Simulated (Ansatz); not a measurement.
**Calculated ¹⁷O NMR of the central transition for Al₂O₃**

Cell: a computed structure from the Materials Project (it need not be an observed phase).

Space group Pbcn (No. 60); a = 7.0899, b = 4.8469, c = 4.9854 Å.

```
site  Wyckoff  site symmetry       x       y       z
  Al       8d              1  0.3904  0.2522  0.0305
  O9       8d              1  0.6540  0.1070  0.1020
 O17       4c            .2.  0.0000  0.0494  0.2500
```

One atom of each set is listed.

The numbers come from a DFT calculation in Ansatz (r2SCAN, plane waves and PAW, scalar-relativistic, 500 eV cutoff, Γ-centred 3×5×5 k-points, Fermi–Dirac smearing 0.02 eV).

¹⁷O has I = 5/2 and Q = -25.58 mb (Pyykkö 2018); at 21.1 T its Larmor frequency is ν₀ = 121.8 MHz. Only the quadrupole interaction is simulated: positions count from each site's isotropic chemical shift, and J coupling is left out, as are shift anisotropy and dipolar coupling, which fast spinning averages.

Problem. Give C_Q, η, the quadrupolar product P_Q = |C_Q|(1 + η²/3)^½, the second-order isotropic shift and the breadth of the pattern (fast magic-angle spinning) for each O site.

Solution. 

```tsv
site	first shell	C_Q (MHz)	η	P_Q (MHz)	δ_QIS (ppm)	breadth (kHz)
O9	4 Al at 1.89–2.03 Å; also 4 Al at 3.02–3.33 Å	2.49	0.21	2.51	-2.55	0.703
O17	4 Al at 1.87–1.97 Å; also 2 Al at 3.13 Å	1.85	0.32	1.88	-1.43	0.400
```

δ_QIS = −(ν_Q²/30ν₀²)[I(I+1) − 3/4](1 + η²/3) × 10⁶ ppm with ν_Q = 3|C_Q|/[2I(2I−1)]; it falls as 1/B₀² in ppm, and the breadth as 1/B₀ in kHz.

At this cell the r2SCAN pressure is -7 GPa, so with r2SCAN the cell would shrink if it were relaxed. The entry's cell may itself be off.
